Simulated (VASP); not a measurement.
# KI (Fm-3m) in VASP: further runs

Aim: see how the results for KI move with the level of theory and the settings. Levels: PBE+D3(BJ), PBE. Tasks: relaxation of the atoms, relaxation of cell and atoms.

Program: VASP 6.6.1. These are calculated values, not measurements. Logs are shortened: lines on timing, memory, paths and dates and some standing lists are left out, and cuts for length are marked.

### 1 The structure

It takes space group Fm-3m (No. 225, cubic). Conventional cell: a = 7.066 Å, b = 7.066 Å, c = 7.066 Å, α = 90.00°, β = 90.00°, γ = 90.00°. K (site symmetry m-3m) is surrounded by 6 I at 3.53 Å. I (site symmetry m-3m) is surrounded by 6 K at 3.53 Å.

### 2 Relaxation of the atoms, PBE+D3(BJ) (a relaxed cell with its volume scaled by 1.04)

Contents of INCAR:

```
  PREC = Accurate
  ENCUT = 600
  EDIFF = 1E-7
  ISMEAR = 0
  SIGMA = 0.03
  LREAL = F
  LASPH = T
  NELM = 80
  ALGO = Fast
  ISIF = 2
  LWAVE = F
  LCHARG = F
  GGA = PE
  IVDW = 12
  IBRION = 2
  NSW = 40
  EDIFFG = -0.01
```

Contents of KPOINTS:

```
regular mesh
0
Gamma
  8 8 8
```

Contents of POSCAR:

```
KI                                      
1.0
    0.0000000000      3.5529690000      3.5529690000
    3.5529690000      0.0000000000      3.5529690000
    3.5529690000      3.5529690000      0.0000000000
  K               I             
     1     1
Direct
     0.0000000000000000    0.0000000000000000    0.0000000000000000
     0.5000000000000000    0.5000000000000000    0.5000000000000000
```

Potentials or basis: VASP PAW PBE potentials, release 64 (K_sv, I).

Launch:

```console
$ cat potpaw_PBE.64/K_sv/POTCAR potpaw_PBE.64/I/POTCAR > POTCAR
$ mpirun -np 1 vasp_std > vasp.out
```

OUTCAR:

```text
PREC = Accurate
   ENCUT = 600
   EDIFF = 1E-7
   ISMEAR = 0
   LREAL = F
   LASPH = T
   NELM = 80
   ISIF = 2
   GGA = PE
   IVDW = 12
   IBRION = 2
   NSW = 40
   EDIFFG = -0.01
 IVDW          = 12

 ion  position               nearest neighbor table
   1  0.000  0.000  0.000-   2 3.55   2 3.55   2 3.55   2 3.55   2 3.55   2 3.55
   2  0.500  0.500  0.500-   1 3.55   1 3.55   1 3.55   1 3.55   1 3.55   1 3.55

  LATTYP: Found a face centered cubic cell.
 ALAT       =     7.1059380000

  Lattice vectors:

 A1 = (   0.0000000000,   3.5529690000,   3.5529690000)
 A2 = (   3.5529690000,   0.0000000000,   3.5529690000)
 A3 = (   3.5529690000,   3.5529690000,   0.0000000000)

Analysis of symmetry for initial positions (statically):
=====================================================================
 Subroutine PRICEL returns:
 Original cell was already a primitive cell.

 Routine SETGRP: Setting up the symmetry group for a
 face centered cubic supercell.

 Subroutine GETGRP returns: Found 48 space group operations
 (whereof 48 operations were pure point group operations)
 out of a pool of 48 trial point group operations.

The static configuration has the point symmetry O_h .

Analysis of symmetry for dynamics (positions and initial velocities):
=====================================================================
 Subroutine PRICEL returns:
 Original cell was already a primitive cell.

 Routine SETGRP: Setting up the symmetry group for a
 face centered cubic supercell.

 Subroutine GETGRP returns: Found 48 space group operations
 (whereof 48 operations were pure point group operations)
 out of a pool of 48 trial point group operations.

The dynamic configuration has the point symmetry O_h .

 Subroutine INISYM returns: Found 48 space group operations
 (whereof 48 operations are pure point group operations),
 and found     1 'primitive' translations

----------------------------------------------------------------------------------------

                                     Primitive cell

  volume of cell :      89.7024

  direct lattice vectors                    reciprocal lattice vectors
     0.000000000  3.552969000  3.552969000    -0.140727375  0.140727375  0.140727375
     3.552969000  0.000000000  3.552969000     0.140727375 -0.140727375  0.140727375
     3.552969000  3.552969000  0.000000000     0.140727375  0.140727375 -0.140727375

  length of vectors
     5.024656946  5.024656946  5.024656946     0.243746963  0.243746963  0.243746963

  position of ions in fractional coordinates (direct lattice)
     0.000000000  0.000000000  0.000000000
     0.500000000  0.500000000  0.500000000

  ion indices of the primitive-cell ions
   primitive index   ion index
                 1           1
                 2           2

----------------------------------------------------------------------------------------

 KPOINTS: regular mesh

Automatic generation of k-mesh.
 Grid dimensions read from file:
 generate k-points for:    8    8    8

 Generating k-lattice:

  Cartesian coordinates                     Fractional coordinates (reciprocal lattice)
    -0.017590922  0.017590922  0.017590922     0.125000000  0.000000000  0.000000000
     0.017590922 -0.017590922  0.017590922     0.000000000  0.125000000  0.000000000
     0.017590922  0.017590922 -0.017590922     0.000000000  0.000000000  0.125000000

  Length of vectors
     0.030468370  0.030468370  0.030468370

  Shift w.r.t. Gamma in fractional coordinates (k-lattice)
     0.000000000  0.000000000  0.000000000

 Subroutine IBZKPT returns following result:
 ===========================================

 Found     29 irreducible k-points:

 Following reciprocal coordinates:
            Coordinates               Weight
  0.000000  0.000000  0.000000      1.000000
  0.125000  0.000000  0.000000      8.000000
  0.250000  0.000000  0.000000      8.000000
  0.375000  0.000000  0.000000      8.000000
  0.500000  0.000000  0.000000      4.000000
  0.125000  0.125000  0.000000      6.000000
[... 16 lines left out ...]
  0.500000  0.250000  0.125000     48.000000
 -0.375000  0.250000  0.125000     24.000000
 [... further k-points ...]
   k-points           NKPTS =     29   k-points in BZ     NKDIM =     29   number of bands    NBANDS=     12
   number of dos      NEDOS =    301   number of ions     NIONS =      2
   total plane-waves  NPLWV =  64000
   dimension x,y,z NGX =    40 NGY =   40 NGZ =   40
   dimension x,y,z NGXF=    80 NGYF=   80 NGZF=   80
   ions per type =               1   1
   NGX,Y,Z   is equivalent  to a cutoff of  13.23, 13.23, 13.23 a.u.
   NGXF,Y,Z  is equivalent  to a cutoff of  26.47, 26.47, 26.47 a.u.
 SYSTEM =  unknown system
   PREC   = accura    normal or accurate (medium, high low for compatibility)
   ISTART =      0    job   : 0-new  1-cont  2-samecut
   ICHARG =      2    charge: 1-file 2-atom 10-const
   ISPIN  =      1    spin polarized calculation?
   LNONCOLLINEAR =      F non collinear calculations
   LSORBIT =      F    spin-orbit coupling
   LASPH  =      T    aspherical Exc in radial PAW
   ENCUT  =  600.0 eV  44.10 Ry    6.64 a.u.  10.04 10.04 10.04*2*pi/ulx,y,z
   NELM   =     80;   NELMIN=  2; NELMDL= -5     # of ELM steps
   EDIFF  = 0.1E-06   stopping-criterion for ELM
   LREAL  =      F    real-space projection
   EDIFFG = -.1E-01   stopping-criterion for IOM
   NSW    =     40    number of steps for IOM
   IBRION =      2    ionic relax: 0-MD 1-quasi-New 2-CG
   NFREE  =      1    steps in history (QN), initial steepest desc. (CG)
   ISIF   =      2    stress and relaxation
   ISYM   =      2    0-nonsym 1-usesym 2-fastsym
   POTIM  = 0.5000    time-step for ionic-motion
   TEBEG  =    0.0;   TEEND  =   0.0 temperature during run
   PSTRESS=    0.0 pullay stress
   NELECT =      16.0000    total number of electrons
   NUPDOWN=      -1.0000    fix difference up-down
   EMIN   =  10.00;   EMAX   =-10.00  energy-range for DOS
   EFERMI =   0.00;   METHOD = LEGACY
   ISMEAR =     0;   SIGMA  =   0.03  broadening in eV -4-tet -1-fermi 0-gaus
   EFERMI_NEDOS =   21; number of points for ismear=-14 and -15
   IALGO  =     68    algorithm
   IMIX   =      4    mixing-type and parameters
     AMIX     =   0.40;   BMIX     =  1.00
     AMIX_MAG =   1.60;   BMIX_MAG =  1.00
  volume/ion in A,a.u.               =      44.85       302.67
  Fermi-wavevector in a.u.,A,eV,Ry     =   0.921538  1.741455 11.554515  0.849233
  Thomas-Fermi vector in A             =   2.046966
   LORBIT       =      0    0 simple, 1 ext, 2 COOP (PROOUT), +10 PAW based schemes
   GGA     = PE    functional components
   LHFCALC =     F    Hartree Fock is set to
   AEXX    =    0.0000 exact exchange contribution
   IVDW    =    12    specifies the selected vdW correction
   LEPSILON=     F    determine dielectric tensor
   LRPA    =     F    only Hartree local field effects (RPA)
 conjugate gradient relaxation of ions
 non-spin polarized calculation
 RMM-DIIS sequential band-by-band and
 Gauss-broadening in eV      SIGMA  =   0.03
  energy-cutoff  :      600.00
  volume of cell :       89.70
 maximum number of plane-waves:      3028
   NGX = 21   NGY = 21   NGZ = 21

 number of electron      15.9999999 magnetization

 Free energy of the ion-electron system (eV)
  ---------------------------------------------------
  ext. energy  EPLUGINS =         0.00000000
  ---------------------------------------------------
  free energy    TOTEN  =        -5.56143337 eV

  energy without entropy =       -5.56143337  energy(sigma->0) =       -5.56143337

 E-fermi :  -0.2826     XC(G=0):  -7.1109

 val. band max:       -0.5031159911   @ k =   0.0000   0.0000   0.0000
 cond. band min:       3.4217347979   @ k =   0.0000   0.0000   0.0000
 fundamental gap:      3.9248507889
 Fermi energy:        -0.2825715675

 k-point     1 :       0.0000    0.0000    0.0000
  band No.  band energies     occupation
      1     -29.0352      2.00000
      2     -12.5211      2.00000
      3     -12.5211      2.00000
      4     -12.5211      2.00000
      5     -10.9799      2.00000
      6      -0.5031      2.00000
      7      -0.5031      2.00000
      8      -0.5031      2.00000
      9       3.4217      0.00000
     10       5.9998      0.00000
     11       5.9998      0.00000
     12       5.9998      0.00000

 k-point     2 :       0.1250    0.0000    0.0000
  band No.  band energies     occupation
      1     -29.0350      2.00000
      2     -12.5427      2.00000
      3     -12.5215      2.00000
      4     -12.5215      2.00000
      5     -10.9407      2.00000
      6      -0.7519      2.00000
      7      -0.5543      2.00000
      8      -0.5543      2.00000
      9       3.7968      0.00000
     10       5.9259      0.00000
     11       6.1654      0.00000
     12       6.1657      0.00000

 k-point     3 :       0.2500    0.0000    0.0000
  band No.  band energies     occupation
      1     -29.0343      2.00000
      2     -12.5913      2.00000
      3     -12.5223      2.00000
      4     -12.5223      2.00000
      5     -10.8490      2.00000
      6      -1.2399      2.00000
      7      -0.6716      2.00000
      8      -0.6716      2.00000
      9       4.5118      0.00000
     10       6.0526      0.00000
     11       6.5982      0.00000
     12       6.5993      0.00000
[... 286 lines left out ...]
 k-point    23 :       0.5000    0.2500    0.1250
  band No.  band energies     occupation
      1     -29.0333      2.00000
      2     -12.6109      2.00000
      3     -12.5366      2.00000
      4     -12.5270      2.00000
      5     -10.7758      2.00000
      6      -1.5200      2.00000
      7      -0.9568      2.00000
      8      -0.8412      2.00000
      9       5.3818      0.00000
     10       6.0070      0.00000
     11       6.7494      0.00000
     12       7.6813      0.00000

 k-point    24 :      -0.3750    0.2500    0.1250
  band No.  band energies     occupation
      1     -29.0331      2.00000
      2     -12.6181      2.00000
      3     -12.5370      2.00000
      4     -12.5291      2.00000
      5     -10.7569      2.00000
      6      -1.5765      2.00000
      7      -1.0295      2.00000
      8      -0.8760      2.00000
      9       5.5160      0.00000
     10       6.3297      0.00000
     11       6.8164      0.00000
     12       7.7360      0.00000

 [... further k-points ...]

------------------------ aborting loop because EDIFF is reached ----------------------------------------

 Edisp (eV)   -0.44534

 E8    (eV) :    -0.2152

  FORCE on cell =-STRESS in cart. coord.  units (eV):
  Direction    XX          YY          ZZ          XY          YZ          ZX
  --------------------------------------------------------------------------------------
  -------------------------------------------------------------------------------------
  Total      -0.26435    -0.26435    -0.26435    -0.00000     0.00000     0.00000
  in kB      -4.72152    -4.72152    -4.72152    -0.00000     0.00000     0.00000
  external pressure =       -4.72 kB  Pullay stress =        0.00 kB

 VOLUME and BASIS-vectors are now :
 -----------------------------------------------------------------------------
  energy-cutoff  :      600.00
  volume of cell :       89.70
      direct lattice vectors                 reciprocal lattice vectors
     0.000000000  3.552969000  3.552969000    -0.140727375  0.140727375  0.140727375
     3.552969000  0.000000000  3.552969000     0.140727375 -0.140727375  0.140727375
     3.552969000  3.552969000  0.000000000     0.140727375  0.140727375 -0.140727375

 POSITION                                       TOTAL-FORCE (eV/Angst)
 -----------------------------------------------------------------------------------
      0.00000      0.00000      0.00000         0.000000     -0.000000      0.000000
      3.55297      3.55297      3.55297        -0.000000      0.000000     -0.000000
 -----------------------------------------------------------------------------------
    total drift:                                0.000000     -0.000000     -0.000000

  FREE ENERGIE OF THE ION-ELECTRON SYSTEM (eV)
  ---------------------------------------------------
  free  energy   TOTEN  =        -6.0067771292 eV

  energy  without entropy=       -6.0067771292  energy(sigma->0) =       -6.00677713

 reached required accuracy - stopping structural energy minimisation
```

It took 52 s on 1 thread of Intel Xeon Platinum 8259CL at 2.50GHz (Skylake/Cascade Lake), shared host; peak memory 0.26 GiB.

What came out:

```yaml
Free_energy: -6.0068 eV
Pressure_after_relaxing: -0.5 GPa
Band_gap_on_the_k_mesh: 3.92 eV, direct
Dispersion_energy_per_atom: -0.223 eV
```

Final structure:
```
CELL_PARAMETERS angstrom
0.00000 3.55297 3.55297
3.55297 0.00000 3.55297
3.55297 3.55297 0.00000
ATOMIC_POSITIONS crystal
K 0.00000 0.00000 0.00000
I 0.50000 0.50000 0.50000
```

Caveat: the relaxation stopped at its first step, so nothing moved; spin-orbit coupling is left out, which moves the levels of the heavy elements.

### 3 Relaxation of the atoms, PBE+D3(BJ) (a relaxed cell with its volume scaled by 1.06)

INCAR is that of step 2.

KPOINTS is that of step 2.

Contents of POSCAR:

```
KI                                      
1.0
    0.0000000000      3.5755999860      3.5755999860
    3.5755999860      0.0000000000      3.5755999860
    3.5755999860      3.5755999860      0.0000000000
  K               I             
     1     1
Direct
     0.0000000000000000    0.0000000000000000    0.0000000000000000
     0.5000000000000000    0.5000000000000000    0.5000000000000000
```

Potentials or basis: VASP PAW PBE potentials, release 64 (K_sv, I).

Launch:

```console
$ cat potpaw_PBE.64/K_sv/POTCAR potpaw_PBE.64/I/POTCAR > POTCAR
$ mpirun -np 1 vasp_std > vasp.out
```

OUTCAR:

```text
PREC = Accurate
   ENCUT = 600
   EDIFF = 1E-7
   ISMEAR = 0
   LREAL = F
   LASPH = T
   NELM = 80
   ISIF = 2
   GGA = PE
   IVDW = 12
   IBRION = 2
   NSW = 40
   EDIFFG = -0.01
 IVDW          = 12

 ion  position               nearest neighbor table
   1  0.000  0.000  0.000-   2 3.58   2 3.58   2 3.58   2 3.58   2 3.58   2 3.58
   2  0.500  0.500  0.500-   1 3.58   1 3.58   1 3.58   1 3.58   1 3.58   1 3.58

  LATTYP: Found a face centered cubic cell.
 ALAT       =     7.1511999720

  Lattice vectors:

[... 551 lines left out ...]

 Edisp (eV)   -0.43615

 E8    (eV) :    -0.2107

  FORCE on cell =-STRESS in cart. coord.  units (eV):
  Direction    XX          YY          ZZ          XY          YZ          ZX
  --------------------------------------------------------------------------------------
  -------------------------------------------------------------------------------------
  Total      -0.38032    -0.38032    -0.38032    -0.00000    -0.00000     0.00000
  in kB      -6.66469    -6.66469    -6.66469    -0.00000    -0.00000     0.00000
  external pressure =       -6.66 kB  Pullay stress =        0.00 kB

 VOLUME and BASIS-vectors are now :
 -----------------------------------------------------------------------------
  energy-cutoff  :      600.00
  volume of cell :       91.43
      direct lattice vectors                 reciprocal lattice vectors
     0.000000000  3.575599986  3.575599986    -0.139836671  0.139836671  0.139836671
     3.575599986  0.000000000  3.575599986     0.139836671 -0.139836671  0.139836671
     3.575599986  3.575599986  0.000000000     0.139836671  0.139836671 -0.139836671

 POSITION                                       TOTAL-FORCE (eV/Angst)
 -----------------------------------------------------------------------------------
      0.00000      0.00000      0.00000         0.000000      0.000000      0.000000
      3.57560      3.57560      3.57560        -0.000000     -0.000000     -0.000000
 -----------------------------------------------------------------------------------
    total drift:                                0.000000     -0.000000     -0.000000

  FREE ENERGIE OF THE ION-ELECTRON SYSTEM (eV)
  ---------------------------------------------------
  free  energy   TOTEN  =        -6.0006838647 eV

  energy  without entropy=       -6.0006838647  energy(sigma->0) =       -6.00068386

 reached required accuracy - stopping structural energy minimisation
```

OSZICAR:

```text
N       E                     dE             d eps       ncg     rms          rms(c)
DAV:   1     0.102634094350E+03    0.10263E+03   -0.71388E+03   696   0.127E+03
DAV:   2     0.189111537793E+01   -0.10074E+03   -0.95285E+02   844   0.262E+02
DAV:   3    -0.528485701958E+01   -0.71760E+01   -0.71327E+01   912   0.625E+01
[... 11 lines left out ...]
RMM:  15    -0.556453725804E+01   -0.14669E-05   -0.92170E-06   872   0.139E-02    0.646E-04
RMM:  16    -0.556453773068E+01   -0.47264E-06   -0.39275E-06   774   0.941E-03    0.979E-04
RMM:  17    -0.556453806170E+01   -0.33102E-06   -0.19314E-06   736   0.652E-03    0.369E-04
RMM:  18    -0.556453819117E+01   -0.12947E-06   -0.93410E-07   686   0.475E-03    0.205E-04
RMM:  19    -0.556453827867E+01   -0.87507E-07   -0.47876E-07   603   0.348E-03
   1 F= -.60006839E+01 E0= -.60006839E+01  d E =-.600068E+01
```

CONTCAR:

```text
KI
   1.00000000000000
     0.0000000000000000    3.5755999859999998    3.5755999859999998
     3.5755999859999998    0.0000000000000000    3.5755999859999998
     3.5755999859999998    3.5755999859999998    0.0000000000000000
  K               I
     1     1
Direct
     0.0000000000000000    0.0000000000000000    0.0000000000000000
     0.5000000000000000    0.5000000000000000    0.5000000000000000

  0.00000000E+00  0.00000000E+00  0.00000000E+00
  0.00000000E+00  0.00000000E+00  0.00000000E+00
```

It took 57 s on 1 thread of Intel Xeon Platinum 8259CL at 2.50GHz (Skylake/Cascade Lake), shared host; peak memory 0.26 GiB.

What came out:

- Free energy: -6.0007 eV
- Pressure after relaxing: -0.7 GPa
- Band gap on the k mesh: 3.88 eV, direct
- Dispersion energy per atom: -0.218 eV

Final structure:
```
K I
1.0
     0.00000    3.57560    3.57560
     3.57560    0.00000    3.57560
     3.57560    3.57560    0.00000
K I
1 1
Direct
  0.00000 0.00000 0.00000
  0.50000 0.50000 0.50000
```

Caveat: the relaxation stopped at its first step, so nothing moved; spin-orbit coupling is left out, which moves the levels of the heavy elements.

(Continued in part 2 of 2.)
